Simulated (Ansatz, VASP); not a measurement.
**SiGe: VASP beside Ansatz**

```
Si Ge
1.0
     3.84147    0.00000    0.00000
    -1.92073    3.32681    0.00000
     0.00000    0.00000    6.66406
Si Ge
2 2
Direct
  0.66667 0.33333 0.87461
  0.33333 0.66667 0.37461
  0.66667 0.33333 0.50039
  0.33333 0.66667 0.00039
```

Alike in both runs: task single point; functional LDA; k mesh 12 × 12 × 8; occupations gaussian, width 0.03 eV; no spin polarisation.

|  | VASP | Ansatz |
| --- | --- | --- |
| version | VASP 6.6.1 | Ansatz 0.2.0 |
| potentials or method | VASP PAW LDA potentials, release 64 (Si, Ge_d) | scalar-relativistic, plane waves, PAW |
| plane-wave cutoff (eV) | 520 | 420 |
| valence electrons in the cell | 36 | 36 |

```tsv
	VASP	Ansatz	Ansatz less VASP
gap on the k mesh at the Fermi level (eV)	0.25	0.25	-0.006
least direct gap on the mesh (eV)	0.80	0.78	-0.020
pressure (GPa)	-1.8	-1.8	-0.02
largest component of the traceless stress (GPa)	6.04	6.01	-0.038
rms of the force components (eV/Å)	0.213	0.212	-0.0019
```

Atom by atom the forces differ by 0.002 eV/Å (rms over components).
